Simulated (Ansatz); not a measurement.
**Au: strain energy, fitted**

Au, Cmcm, a = 2.865 Å, b = 5.141 Å, c = 4.892 Å. This isn't the element's structure at ambient conditions. Ansatz: PBE, PAW, 420 eV, Γ-centred 14×8×10 mesh on 4 atoms, Gaussian smearing 0.10 eV; no spin polarisation. Series: equal strain along all axes, cell held, atoms relaxed; x is the strain in per cent. y is the free energy over the unstrained cell, V0 = 18.016 Å³/atom.

| x (%) | y (meV/atom) |
| --- | --- |
| -3.0 | ? |
| -2.0 | 30.57 |
| -1.0 | 7.29 |
| 0.0 | 0.00 |
| 1.0 | 6.60 |
| 2.0 | 25.20 |

Fit y = c2 x² + c3 x³ to the other rows, turn c2 into a modulus, and predict the missing energy.

Least squares on the rows shown. y = 6.9697 x² − 0.33577 x³. In eV per unit strain² c2 is 69.70; the stiffness is B for this strain (E = 9/2 B V0 ε², shape held): 2 × 69.70 × 160.2 / (9 × 18.016) = 138 GPa. At x = -3.0 the fit asked for gives 71.79 meV/atom. The run gave 72.35 meV/atom, so the fit is 0.56 meV/atom too low, 0.77 % of the span of the series, against an rms of 0.02 meV/atom on the fitted rows. The row lies outside the fitted range. With a term in x⁴ added, a fit to the same known rows predicts 72.20 meV/atom, so most of the miss is curvature that the known rows already hold.

Spin–orbit coupling is left out, which can shift energies with elements as heavy as these.